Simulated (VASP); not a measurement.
# Pt (Fd-3m) in VASP: notebook

One crystal, Pt, is run at these levels: BLYP; tasks: single point.

Everything below comes from runs of VASP 6.6.1. Logs are shortened: lines on timing, memory, paths and dates and some standing lists are left out, and cuts for length are marked.

**1. Starting point**

It takes space group Fd-3m (No. 227, cubic). Conventional cell: a = 5.892 Å, b = 5.892 Å, c = 5.892 Å, α = 90.00°, β = 90.00°, γ = 90.00°. Pt (site symmetry -43m) has 4 Pt at 2.55 Å as nearest neighbours.

This isn't the form of Pt at room conditions, which is fcc.

**2. Single point, BLYP**

Contents of INCAR:

```
  PREC = Accurate
  ENCUT = 520
  EDIFF = 1E-7
  ISMEAR = -1
  SIGMA = 0.1
  LREAL = False
  LASPH = True
  NELM = 60
  ALGO = Normal
  ISIF = 2
  LWAVE = False
  LCHARG = False
  GGA = B5
  ALDAX = 1.0
  AGGAX = 1.0
  AGGAC = 1.0
  ALDAC = 0.0
  NBANDS = 17
```

Contents of KPOINTS:

```
Automatic mesh
0
Gamma
  15 15 15
```

Contents of POSCAR:

```
Pt
1.0
    0.0000000000      2.9460087140      2.9460087140
    2.9460087140      0.0000000000      2.9460087140
    2.9460087140      2.9460087140      0.0000000000
Pt
2
Direct
    0.1250000000      0.1250000000      0.1250000000
    0.8750000000      0.8750000000      0.8750000000
```

Potentials or basis: VASP PAW PBE potentials, release 64 (Pt).

The run is started by

```bash
> cat potpaw_PBE.64/Pt/POTCAR > POTCAR
> mpirun -np 1 vasp_std > vasp.out
```

OUTCAR:

```text
PREC = Accurate
   ENCUT = 520
   EDIFF = 1E-7
   ISMEAR = -1
   LREAL = False
   LASPH = True
   NELM = 60
   ISIF = 2
   GGA = B5

 ion  position               nearest neighbor table
   1  0.125  0.125  0.125-   2 2.55   2 2.55   2 2.55   2 2.55
   2  0.875  0.875  0.875-   1 2.55   1 2.55   1 2.55   1 2.55

  LATTYP: Found a face centered cubic cell.
 ALAT       =     5.8920174280

  Lattice vectors:

 A1 = (   0.0000000000,   2.9460087140,   2.9460087140)
 A2 = (   2.9460087140,   0.0000000000,   2.9460087140)
 A3 = (   2.9460087140,   2.9460087140,   0.0000000000)

Analysis of symmetry for initial positions (statically):
=====================================================================
 Subroutine PRICEL returns:
 Original cell was already a primitive cell.

 Routine SETGRP: Setting up the symmetry group for a
 face centered cubic supercell.

 Subroutine GETGRP returns: Found 48 space group operations
 (whereof 12 operations were pure point group operations)
 out of a pool of 48 trial point group operations.

The static configuration has the point symmetry D_3d.
 The point group associated with its full space group is O_h .

Analysis of symmetry for dynamics (positions and initial velocities):
=====================================================================
 Subroutine PRICEL returns:
 Original cell was already a primitive cell.

 Routine SETGRP: Setting up the symmetry group for a
 face centered cubic supercell.

 Subroutine GETGRP returns: Found 48 space group operations
 (whereof 12 operations were pure point group operations)
 out of a pool of 48 trial point group operations.

The dynamic configuration has the point symmetry D_3d.
 The point group associated with its full space group is O_h .

 Subroutine INISYM returns: Found 48 space group operations
 (whereof 12 operations are pure point group operations),
 and found     1 'primitive' translations

----------------------------------------------------------------------------------------

                                     Primitive cell

  volume of cell :      51.1366

  direct lattice vectors                    reciprocal lattice vectors
     0.000000000  2.946008714  2.946008714    -0.169721154  0.169721154  0.169721154
     2.946008714  0.000000000  2.946008714     0.169721154 -0.169721154  0.169721154
     2.946008714  2.946008714  0.000000000     0.169721154  0.169721154 -0.169721154

  length of vectors
     4.166285478  4.166285478  4.166285478     0.293965663  0.293965663  0.293965663

  position of ions in fractional coordinates (direct lattice)
     0.125000000  0.125000000  0.125000000
     0.875000000  0.875000000  0.875000000

  ion indices of the primitive-cell ions
   primitive index   ion index
                 1           1
                 2           2

----------------------------------------------------------------------------------------

 KPOINTS: Automatic mesh

Automatic generation of k-mesh.
 Grid dimensions read from file:
 generate k-points for:   15   15   15

 Generating k-lattice:

  Cartesian coordinates                     Fractional coordinates (reciprocal lattice)
    -0.011314744  0.011314744  0.011314744     0.066666667  0.000000000  0.000000000
     0.011314744 -0.011314744  0.011314744     0.000000000  0.066666667  0.000000000
     0.011314744  0.011314744 -0.011314744     0.000000000  0.000000000  0.066666667

  Length of vectors
     0.019597711  0.019597711  0.019597711

  Shift w.r.t. Gamma in fractional coordinates (k-lattice)
     0.000000000  0.000000000  0.000000000

 Subroutine IBZKPT returns following result:
 ===========================================

 Found    120 irreducible k-points:

 Following reciprocal coordinates:
            Coordinates               Weight
  0.000000  0.000000  0.000000      1.000000
  0.066667  0.000000  0.000000      8.000000
  0.133333  0.000000  0.000000      8.000000
  0.200000  0.000000  0.000000      8.000000
  0.266667  0.000000  0.000000      8.000000
  0.333333  0.000000  0.000000      8.000000
[... 16 lines left out ...]
  0.133333  0.133333  0.000000      6.000000
  0.200000  0.133333  0.000000     24.000000
 [... further k-points ...]
   k-points           NKPTS =    120   k-points in BZ     NKDIM =    120   number of bands    NBANDS=     17
   number of dos      NEDOS =    301   number of ions     NIONS =      2
   total plane-waves  NPLWV =  32768
   dimension x,y,z NGX =    32 NGY =   32 NGZ =   32
   dimension x,y,z NGXF=    64 NGYF=   64 NGZF=   64
   ions per type =               2
   NGX,Y,Z   is equivalent  to a cutoff of  12.77, 12.77, 12.77 a.u.
   NGXF,Y,Z  is equivalent  to a cutoff of  25.54, 25.54, 25.54 a.u.
 SYSTEM =  unknown system
   PREC   = accura    normal or accurate (medium, high low for compatibility)
   ISTART =      0    job   : 0-new  1-cont  2-samecut
   ICHARG =      2    charge: 1-file 2-atom 10-const
   ISPIN  =      1    spin polarized calculation?
   LNONCOLLINEAR =      F non collinear calculations
   LSORBIT =      F    spin-orbit coupling
   LASPH  =      T    aspherical Exc in radial PAW
   ENCUT  =  520.0 eV  38.22 Ry    6.18 a.u.   7.75  7.75  7.75*2*pi/ulx,y,z
   NELM   =     60;   NELMIN=  2; NELMDL= -5     # of ELM steps
   EDIFF  = 0.1E-06   stopping-criterion for ELM
   LREAL  =      F    real-space projection
   EDIFFG = 0.1E-05   stopping-criterion for IOM
   NSW    =      0    number of steps for IOM
   IBRION =     -1    ionic relax: 0-MD 1-quasi-New 2-CG
   NFREE  =      0    steps in history (QN), initial steepest desc. (CG)
   ISIF   =      2    stress and relaxation
   ISYM   =      2    0-nonsym 1-usesym 2-fastsym
   POTIM  = 0.5000    time-step for ionic-motion
   TEBEG  =    0.0;   TEEND  =   0.0 temperature during run
   PSTRESS=    0.0 pullay stress
   NELECT =      20.0000    total number of electrons
   NUPDOWN=      -1.0000    fix difference up-down
   EMIN   =  10.00;   EMAX   =-10.00  energy-range for DOS
   EFERMI =   0.00;   METHOD = LEGACY
   ISMEAR =    -1;   SIGMA  =   0.10  broadening in eV -4-tet -1-fermi 0-gaus
   EFERMI_NEDOS =   21; number of points for ismear=-14 and -15
   IALGO  =     38    algorithm
   IMIX   =      4    mixing-type and parameters
     AMIX     =   0.40;   BMIX     =  1.00
     AMIX_MAG =   1.60;   BMIX_MAG =  1.00
  volume/ion in A,a.u.               =      25.57       172.54
  Fermi-wavevector in a.u.,A,eV,Ry     =   1.197220  2.262419 19.501732  1.433337
  Thomas-Fermi vector in A             =   2.333141
   LORBIT       =      0    0 simple, 1 ext, 2 COOP (PROOUT), +10 PAW based schemes
   GGA     = B5    functional components
   LHFCALC =     F    Hartree Fock is set to
   AEXX    =    0.0000 exact exchange contribution
   IVDW    =     0    specifies the selected vdW correction
   LEPSILON=     F    determine dielectric tensor
   LRPA    =     F    only Hartree local field effects (RPA)
 non-spin polarized calculation
  energy-cutoff  :      520.00
  volume of cell :       51.14
 maximum number of plane-waves:      1411
   NGX = 15   NGY = 15   NGZ = 15

 number of electron      19.9999999 magnetization

 Free energy of the ion-electron system (eV)
  ---------------------------------------------------
  ext. energy  EPLUGINS =         0.00000000
  ---------------------------------------------------
  free energy    TOTEN  =        -8.80100712 eV

  energy without entropy =       -8.63410325  energy(sigma->0) =       -8.71755519

 E-fermi :   4.8212     XC(G=0):  -9.5273

 val. band max:        4.8157036648   @ k =  -0.3333   0.4000   0.0667
 cond. band min:       4.8223033947   @ k =  -0.4000   0.4000   0.1333
 fundamental gap:      0.0065997299
 Fermi energy:         4.8212069819

 k-point     1 :       0.0000    0.0000    0.0000
  band No.  band energies     occupation
      1      -1.6658      2.00000
      2       0.7736      2.00000
      3       0.7736      2.00000
      4       0.8963      2.00000
      5       0.8963      2.00000
      6       0.8963      2.00000
[... 9 lines left out ...]
     16      15.9149      0.00000
     17      16.8513      0.00000

 k-point     2 :       0.0667    0.0000    0.0000
  band No.  band energies     occupation
      1      -1.6044      2.00000
      2       0.6983      2.00000
      3       0.6983      2.00000
      4       0.8901      2.00000
      5       0.9922      2.00000
      6       0.9922      2.00000
[... 9 lines left out ...]
     16      15.9721      0.00000
     17      17.2574      0.00000

 k-point     3 :       0.1333    0.0000    0.0000
  band No.  band energies     occupation
      1      -1.4254      2.00000
      2       0.6157      2.00000
      3       0.6157      2.00000
      4       0.8730      2.00000
      5       1.1279      2.00000
      6       1.1279      2.00000
[... 9 lines left out ...]
     16      16.5464      0.00000
     17      17.4554      0.00000

 k-point     4 :       0.2000    0.0000    0.0000
  band No.  band energies     occupation
      1      -1.1469      2.00000
      2       0.5711      2.00000
      3       0.5711      2.00000
      4       0.8486      2.00000
      5       1.2344      2.00000
      6       1.2344      2.00000
[... 9 lines left out ...]
     16      16.8740      0.00000
     17      17.4987      0.00000
[... 343 lines left out ...]
      1      -1.5034      2.00000
      2       0.5832      2.00000
      3       0.7125      2.00000
      4       0.8872      2.00000
      5       1.0059      2.00000
      6       1.1369      2.00000
[... 9 lines left out ...]
     16      15.9029      0.00000
     17      17.0210      0.00000

 k-point    23 :       0.1333    0.1333    0.0000
  band No.  band energies     occupation
      1      -1.3406      2.00000
      2       0.4227      2.00000
      3       0.8831      2.00000
      4       0.8831      2.00000
      5       0.9223      2.00000
      6       1.3141      2.00000
[... 9 lines left out ...]
     16      15.7689      0.00000
     17      18.4040      0.00000

 k-point    24 :       0.2000    0.1333    0.0000
  band No.  band energies     occupation
      1      -1.1282      2.00000
      2       0.3534      2.00000
      3       0.8303      2.00000
      4       0.8652      2.00000
      5       1.0477      2.00000
      6       1.4359      2.00000
[... 9 lines left out ...]
     16      15.4575      0.00000
     17      18.4493      0.00000

 [... further k-points ...]

------------------------ aborting loop because EDIFF is reached ----------------------------------------

  FORCE on cell =-STRESS in cart. coord.  units (eV):
  Direction    XX          YY          ZZ          XY          YZ          ZX
  --------------------------------------------------------------------------------------
  -------------------------------------------------------------------------------------
  Total        0.1445647      0.1445647      0.1445647      0.0000000     -0.0000000      0.0000000
  in kB        4.5294018      4.5294018      4.5294018      0.0000000     -0.0000000      0.0000000
  external PRESSURE =       4.5294018 kB  Pullay stress =       0.0000000 kB

 VOLUME and BASIS-vectors are now :
 -----------------------------------------------------------------------------
  energy-cutoff  :      520.00
  volume of cell :       51.14
      direct lattice vectors                 reciprocal lattice vectors
     0.000000000  2.946008714  2.946008714    -0.169721154  0.169721154  0.169721154
     2.946008714  0.000000000  2.946008714     0.169721154 -0.169721154  0.169721154
     2.946008714  2.946008714  0.000000000     0.169721154  0.169721154 -0.169721154

 POSITION                                       TOTAL-FORCE (eV/Angst)
 -----------------------------------------------------------------------------------
      0.73650      0.73650      0.73650         0.000000      0.000000      0.000000
      5.15552      5.15552      5.15552        -0.000000     -0.000000     -0.000000
 -----------------------------------------------------------------------------------
    total drift:                                0.000000      0.000000     -0.000000

  FREE ENERGIE OF THE ION-ELECTRON SYSTEM (eV)
  ---------------------------------------------------
  free  energy   TOTEN  =        -8.8010071211 eV

  energy  without entropy=       -8.6341032508  energy(sigma->0) =       -8.71755519
```

Wall time 46 s (1 thread of Intel Xeon 6975P-C (Granite Rapids), shared host); peak memory 0.23 GiB.

Results:

```
Free energy            : -8.8010 eV
Pressure               : 0.5 GPa
Band gap on the k mesh : none (metal or under the smearing width)
```

Caveat: the PAW data sets were made with another functional, which shifts forces and pressure a little.

**3. Single point, BLYP**

This run uses another cell than the first one, of 23.52 Å³/atom, 0.920 times its volume.

Contents of INCAR:

```
AGGAC = 1.0
AGGAX = 1.0
ALDAC = 0.0
ALDAX = 1.0
ALGO = Fast
EDIFF = 1E-7
ENCUT = 520
GGA = B5
ISIF = 2
ISMEAR = -1
LASPH = True
LCHARG = True
LELF = True
LREAL = False
LVHAR = True
LWAVE = False
NBANDS = 17
NELM = 60
PREC = Accurate
SIGMA = 0.1
```

Contents of KPOINTS:

```
k-points
0
Gamma
  10 10 10
```

Contents of POSCAR:

```
Pt
1.0
    0.0000000000      2.8652551572      2.8652551572
    2.8652551572      0.0000000000      2.8652551572
    2.8652551572      2.8652551572      0.0000000000
Pt
2
Direct
    0.1250000000      0.1250000000      0.1250000000
    0.8750000000      0.8750000000      0.8750000000
```

Potentials or basis: VASP PAW PBE potentials, release 64 (Pt).

The run is started by

```bash
> cat potpaw_PBE.64/Pt/POTCAR > POTCAR
> mpirun -np 1 vasp_std > vasp.out
```

OUTCAR:

```text
EDIFF = 1E-7
   ENCUT = 520
   GGA = B5
   ISIF = 2
   ISMEAR = -1
   LASPH = True
   LREAL = False
   NELM = 60
   PREC = Accurate

 ion  position               nearest neighbor table
   1  0.125  0.125  0.125-   2 2.48   2 2.48   2 2.48   2 2.48
   2  0.875  0.875  0.875-   1 2.48   1 2.48   1 2.48   1 2.48

  LATTYP: Found a face centered cubic cell.
 ALAT       =     5.7305103144

  Lattice vectors:

 A1 = (   0.0000000000,   2.8652551572,   2.8652551572)
 A2 = (   2.8652551572,   0.0000000000,   2.8652551572)
 A3 = (   2.8652551572,   2.8652551572,   0.0000000000)

Analysis of symmetry for initial positions (statically):
=====================================================================
 Subroutine PRICEL returns:
 Original cell was already a primitive cell.

 Routine SETGRP: Setting up the symmetry group for a
 face centered cubic supercell.

 Subroutine GETGRP returns: Found 48 space group operations
 (whereof 12 operations were pure point group operations)
 out of a pool of 48 trial point group operations.

[... 161 lines left out ...]
  free energy    TOTEN  =        -8.67259191 eV

  energy without entropy =       -8.52269636  energy(sigma->0) =       -8.59764414

 E-fermi :   5.8520     XC(G=0):  -9.9493

 val. band max:        5.8495610275   @ k =  -0.3000   0.1000   0.0000
 cond. band min:       5.8674781442   @ k =  -0.1000   0.1000   0.0000
 fundamental gap:      0.0179171167
 Fermi energy:         5.8520151118

 k-point     1 :       0.0000    0.0000    0.0000
  band No.  band energies     occupation
      1      -1.2423      2.00000
      2       1.2536      2.00000
      3       1.2536      2.00000
      4       1.4468      2.00000
      5       1.4468      2.00000
      6       1.4468      2.00000
[... 457 lines left out ...]
      4       1.3174      2.00000
      5       2.1124      2.00000
      6       2.3006      2.00000
[... 9 lines left out ...]
     16      16.3993      0.00000
     17      22.1581      0.00000

 [... further k-points ...]

------------------------ aborting loop because EDIFF is reached ----------------------------------------

  FORCE on cell =-STRESS in cart. coord.  units (eV):
  Direction    XX          YY          ZZ          XY          YZ          ZX
  --------------------------------------------------------------------------------------
  -------------------------------------------------------------------------------------
  Total        3.0539555      3.0539555      3.0539555      0.0000000      0.0000000     -0.0000000
  in kB      104.0047983    104.0047983    104.0047983      0.0000000      0.0000000     -0.0000000
  external PRESSURE =     104.0047983 kB  Pullay stress =       0.0000000 kB

 VOLUME and BASIS-vectors are now :
 -----------------------------------------------------------------------------
  energy-cutoff  :      520.00
  volume of cell :       47.05
      direct lattice vectors                 reciprocal lattice vectors
     0.000000000  2.865255157  2.865255157    -0.174504528  0.174504528  0.174504528
     2.865255157  0.000000000  2.865255157     0.174504528 -0.174504528  0.174504528
     2.865255157  2.865255157  0.000000000     0.174504528  0.174504528 -0.174504528

 POSITION                                       TOTAL-FORCE (eV/Angst)
 -----------------------------------------------------------------------------------
      0.71631      0.71631      0.71631        -0.000000      0.000000      0.000000
      5.01420      5.01420      5.01420         0.000000     -0.000000     -0.000000
 -----------------------------------------------------------------------------------
    total drift:                               -0.000000      0.000000      0.000000

  FREE ENERGIE OF THE ION-ELECTRON SYSTEM (eV)
  ---------------------------------------------------
  free  energy   TOTEN  =        -8.6725919120 eV

  energy  without entropy=       -8.5226963649  energy(sigma->0) =       -8.59764414
```

stdout:

```text
POSCAR found type information on POSCAR Pt
 POSCAR found :  1 types and       2 ions
 scaLAPACK will be used
 -----------------------------------------------------------------------------
|                                                                             |
|                                                                             |
|     You enforced a specific xc type in the INCAR file but a different       |
|     I HOPE YOU KNOW WHAT YOU ARE DOING!                                     |
|                                                                             |
 -----------------------------------------------------------------------------

 LDA part: xc-table for (Slater(with rela. corr.)+VWN5), standard interpolation
 POSCAR, INCAR and KPOINTS ok, starting setup
 FFT: planning ... GRIDC
 FFT: planning ... GRID_SOFT
 FFT: planning ... GRID
 WAVECAR not read
 entering main loop
```

Run time: 30 s. Hardware: 1 thread of Intel Xeon 6975P-C (Granite Rapids), shared host; peak memory 0.17 GiB.

What came out:

```yaml
Free_energy: -8.6726 eV
Pressure: 10.4 GPa
Band_gap_on_the_k_mesh: none (metal or under the smearing width)
```

Caveat: the PAW data sets were made with another functional, which shifts forces and pressure a little. The run has no spin-orbit coupling, so splittings on Pt are missing.

(Continued in part 2 of 2.)
